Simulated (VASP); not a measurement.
Runs of VASP 6.6.1 on TaSi2. Symmetry: P6_222, No. 180, hexagonal system. The conventional cell has a = 4.780 Å, b = 4.780 Å, c = 6.564 Å, α = 90.00°, β = 90.00°, γ = 120.00°. Around Ta (site symmetry 222) lie 10 Si at 2.59 to 2.76 Å. Si (site symmetry 2) is surrounded by 5 Si at 2.59 to 2.76 Å and 5 Ta at 2.59 to 2.76 Å. 

```tsv
level	potentials or basis	k mesh	cutoff (eV)	gap on the mesh (eV)	pressure (GPa)	relaxed volume (Å³/atom)	largest force (eV/Å)
PBE	VASP PAW PBE potentials, release 64 (Ta, Si)	5 × 5 × 3	300	none	0.0	14.64	0.01
LDA	VASP PAW LDA potentials, release 64 (Ta_pv, Si)	9 × 9 × 6	600	none	0.0	14.09	0.01
PBE+D3(BJ)	VASP PAW PBE potentials, release 64 (Ta_pv, Si)	9 × 9 × 6	600	none	-0.1	(a)	0.01
PBEsol	VASP PAW PBE potentials, release 64 (Ta_pv, Si)	9 × 9 × 6	600	none	0.0	14.32	-
```

Alike in all rows: task relaxation of cell and atoms; no spin polarisation; cell relaxed; smearing methfessel-paxton 0.1 eV.

Question: Estimate the missing entries.

Answer: (a) 14.20.

Caveats: the cutoff is under 1.25 times the usual one of these potentials, so pressure, stress and relaxed cells hold a basis-set (Pulay) error (some runs); pairwise dispersion overbinds metals, which lowers pressure and volume (some runs); the PAW data sets were made with another functional, which shifts forces and pressure a little (some runs).

A k mesh can miss the band edges, and the runs leave out spin-orbit coupling on Ta.

A gap of «none» marks a metal or a gap under the smearing width.

Not every run made on this cell is shown here.
